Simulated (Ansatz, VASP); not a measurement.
**Two plane-wave programs on Pb**

Contents of INCAR:

```
SYSTEM = Pb
  PREC = Accurate
  ENCUT = 600
  EDIFF = 1E-6
  ISMEAR = 0
  SIGMA = 0.1
  LREAL = .FALSE.
  LASPH = .TRUE.
  NELM = 100
  ALGO = Normal
  ISIF = 3
  LWAVE = .FALSE.
  LCHARG = .FALSE.
  GGA = PS
  IBRION = 2
  NSW = 100
  EDIFFG = -0.005
```

The input KPOINTS:

```
regular mesh
0
G
  14 14 14
  0 0 0
```

POSCAR

```
Pb
1.0
    0.0000000000      2.4947547400      2.4947547400
    2.4947547400      0.0000000000      2.4947547400
    2.4947547400      2.4947547400      0.0000000000
Pb
1
Direct
    0.0000000000      0.0000000000      0.0000000000
```

Input for Ansatz:

```yaml
crystal:
  lattice:
    - [0.0, 2.49475474, 2.49475474]
    - [2.49475474, 0.0, 2.49475474]
    - [2.49475474, 2.49475474, 0.0]
  atoms:
    - { symbol: Pb, position: [0.0, 0.0, 0.0] }
basis:
  ecutwfc: 420
kpoints:
  mp_grid: { grid: [14, 14, 14] }
hamiltonian:
  xc: pbesol
scf:
  occupations: { method: gaussian, width: 0.1 }
output:
  forces: true
  stress: true
  eigenvalues: true
  write_density: true
  write_potential: true
  elf: true
  volumetric_format: npy
relax:
  adjacent_minimum: "off"
  f_tol: 0.005
  max_steps: 80
  cell: { stress_tol: 0.05 }
```

Alike in both runs: task relaxation of cell and atoms; functional PBEsol; k mesh 14 × 14 × 14; occupations gaussian, width 0.1 eV; no spin polarisation.

```csv
,VASP,Ansatz
version,VASP 6.6.1,Ansatz 0.2.0
potentials or method,"VASP PAW PBE potentials, release 64 (Pb_d)","scalar-relativistic, plane waves, PAW"
plane-wave cutoff (eV),600,420
valence electrons in the cell,14,14
```

|  | VASP | Ansatz | Ansatz less VASP |
| --- | --- | --- | --- |
| gap on the k mesh at the Fermi level, each at its own relaxed structure (eV) | none | none | - |
| relaxed volume (Å³/atom) | 30.05 | 30.03 | -0.015 |
| relaxed cell length with the largest relative difference (Å) | 3.490 | 3.489 | -0.0006 |
| energy change over the relaxation (meV/atom) | -5 | -5 | 0.0 |

A gap of «none» marks a metal or a gap that the smearing closes.

Caveats: the PAW data sets were made with another functional, which shifts forces and pressure a little (VASP). The runs have no spin-orbit coupling, so splittings on Pb are missing.
